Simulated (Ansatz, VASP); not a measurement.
## Two plane-wave programs on Sr

```xyz
1
Lattice="0.0000 3.0499 3.0499 3.0499 0.0000 3.0499 3.0499 3.0499 0.0000" Properties=species:S:1:pos:R:3 pbc="T T T"
Sr    0.0000    0.0000    0.0000
```

Alike in both runs: functional r2SCAN; k mesh 12 × 12 × 12; occupations gaussian, width 0.1 eV; no spin polarisation.

Ansatz relaxed the structure, and its values are those at the end. VASP's run is a single point on that final structure, the one shown.

```csv
,VASP,Ansatz
version,VASP 6.6.1,Ansatz 0.2.0
potentials or method,"VASP PAW PBE potentials, release 64 (Sr_sv)","scalar-relativistic, plane waves, PAW"
plane-wave cutoff (eV),520,500
valence electrons in the cell,10,10
```

|  | VASP | Ansatz | Ansatz less VASP |
| --- | --- | --- | --- |
| gap on the k mesh at the Fermi level (eV) | none | none | - |
| pressure (GPa) | 0.0 | 0.0 | -0.01 |

A gap of «none» marks a metal or a gap that the smearing closes. The functional is the same, so the differences come from potentials, cutoffs and numerics.

Caveats: the PAW data sets were made with another functional, which shifts forces and pressure a little (VASP).
